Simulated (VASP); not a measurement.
A run of VASP 6.6.1 is set up as follows.

The input INCAR:

```
  ALGO = Normal
  EDIFF = 1E-6
  ENCUT = 450
  GGA = PS
  GGA_COMPAT = False
  ISIF = 2
  ISMEAR = 0
  ISYM = 0
  LASPH = True
  LCHARG = False
  LDAU = True
  LDAUJ = 0 0
  LDAUL = 2 -1
  LDAUPRINT = 1
  LDAUTYPE = 2
  LDAUU = 2 0
  LMAXMIX = 4
  LNONCOLLINEAR = True
  LORBIT = 11
  LORBMOM = True
  LREAL = False
  LSORBIT = True
  LWAVE = False
  MAGMOM = 0 0 4 0 0 -4 0 0 0 0 0 0 0 0 0 0 0 0
  NBANDS = 60
  NELM = 150
  PREC = Accurate
  SIGMA = 0.05
```

File KPOINTS:

```
k-points
0
Gamma
  7 4 5
```

The input POSCAR:

```
PtSe2
1.0
    3.7240002900      0.0000000000      0.0000000000
   -3.7240003000      6.4501577200      0.0000000000
    0.0000000000      0.0000000000      5.0619995800
Pt Se
2 4
Direct
    0.0000000000      0.0000000000      0.0000000000
    0.0000000000      0.5000000000      0.0000000000
    0.3333333333      0.3333333334      0.2500000000
    0.6666666667      0.1666666666      0.7500000000
    0.3333333333      0.8333333333      0.2500000000
    0.6666666667      0.6666666666      0.7500000000
```

Potentials or basis: VASP PAW PBE potentials, release 64 (Pt, Se).

Command:

```bash
$ cat potpaw_PBE.64/Pt/POTCAR potpaw_PBE.64/Se/POTCAR > POTCAR
$ mpirun -np 1 vasp_ncl > vasp.out
```

(1) Estimate the largest force.

(2) Predict the pressure.

(3) What does it give for the net moment?

Results:

(1) 0.318 eV/Å.

(2) 1.2 GPa.

(3) 0.00 μB per cell.

Caveat: the PAW data sets were made with another functional, which shifts forces and pressure a little.
